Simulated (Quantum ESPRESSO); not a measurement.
Crystal: AgCl (Chlorargyrite).

```
Ag Cl
1.0
     0.00000    2.73500    2.73500
     2.73500    0.00000    2.73500
     2.73500    2.73500    0.00000
Ag Cl
1 1
Direct
  0.00000 0.00000 0.00000
  0.50000 0.50000 0.50000
```

Base run:

| Quantity | Value |
| --- | --- |
| Program | Quantum ESPRESSO 7.5 |
| Functional | AM05 |
| Potentials or basis | SG15 PBE 1.2 |
| Cutoff | 952 eV |
| Density cutoff | 3810 eV |
| k mesh | 8 × 8 × 8 |
| Occupations | fermi-dirac, width 0.05 eV |
| Spin | no spin polarisation |

Its results: band gap on the k mesh 0.78 eV, indirect (least direct gap 3.23 eV); pressure 0.7 GPa.

**Question.** After a change of settings the same cell gave: band gap on the k mesh 0.99 eV, indirect (least direct gap 3.37 eV); pressure 3.0 GPa. Which change was it?
A. functional from AM05 to r2SCAN; k mesh from 8 × 8 × 8 to 6 × 6 × 6
B. functional from AM05 to LDA
C. functional from AM05 to optB88-vdW
D. functional from AM05 to RPBE

**Answer.** C.

Caveats: the potentials were made for another functional, which shifts forces and pressure; this potential file gives levels or pressures that part from those of other sets.

Runs at the PBE level aren't shown here.
